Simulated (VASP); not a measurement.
In2GaAs3:

```
In Ga As
1.0
    -2.98568    2.98568    4.00003
     2.98568   -2.98568    4.00003
     2.98568    2.98568   -4.00003
In Ga As
2 1 3
Cartesian
  0.0000 2.9857 2.0000
  2.9857 0.0000 2.0000
  0.0000 0.0000 4.0000
  0.0000 2.9857 0.0000
  2.9857 0.0000 0.0000
  0.0000 0.0000 0.0000
```

The cell was built by a generator and needn't be a form met in nature.

- Program: VASP 6.6.1
- Task: relaxation of cell and atoms
- Functional: PBE
- Potentials or basis: VASP PAW PBE potentials, release 64 (In_d, Ga_d, As)
- Cutoff: 520 eV
- k mesh: 3 × 3 × 3
- Occupations: gaussian, width 0.15 eV
- Spin: no spin polarisation

At the start: pressure 40.1 GPa; volume 23.77 Å³/atom.

Q: Where does the relaxation end?

A: Over 15 steps the energy falls by 2205.7 meV/atom and the volume is 26.60 Å³/atom (+11.9 %); space group I4/mmm (No. 139, to 0.05 Å).

The path:
| step | energy change (eV) | largest force (eV/Å) | pressure (GPa) | volume (Å³) |
| --- | --- | --- | --- | --- |
| 1 | 0.0000 | 0.0000 | 40.13 | 142.63 |
| 2 | -7.9516 | 0.0000 | -8.50 | 268.49 |
| 3 | -11.4677 | 0.0000 | -5.03 | 199.97 |
| 4 | -11.5084 | 0.0000 | -4.36 | 197.66 |
| 5 | -11.5464 | 0.0000 | -3.20 | 191.76 |
| 6 | -11.5487 | 0.0000 | -3.55 | 193.15 |
| 7 | -12.0741 | 0.0000 | -2.51 | 177.20 |
| 8 | -12.3739 | 0.0000 | 12.39 | 132.86 |
| 9 | -12.6084 | 0.0000 | -1.25 | 162.64 |
| 10 | -12.9627 | 0.0000 | 3.22 | 147.43 |
| 11 | -13.0055 | 0.0000 | 5.40 | 146.55 |
| 12 | -13.0774 | 0.0000 | 4.03 | 147.07 |
| 13 | -13.2266 | 0.0000 | -0.30 | 159.73 |
| 14 | -13.2264 | 0.0000 | 0.01 | 159.30 |
| 15 | -13.2340 | 0.0000 | 0.04 | 159.61 |

Final structure:
```
In Ga As
1.0
    -2.59428    2.59428    5.92862
     2.59428   -2.59428    5.92862
     2.59428    2.59428   -5.92862
In Ga As
2 1 3
Direct
  0.75000 0.25000 0.50000
  0.25000 0.75000 0.50000
  0.50000 0.50000 0.00000
  0.50000 0.00000 0.50000
  0.00000 0.50000 0.50000
  0.00000 0.00000 0.00000
```

Caveat: the k mesh is coarse (spacing up to 0.50 Å⁻¹), so the values aren't converged.
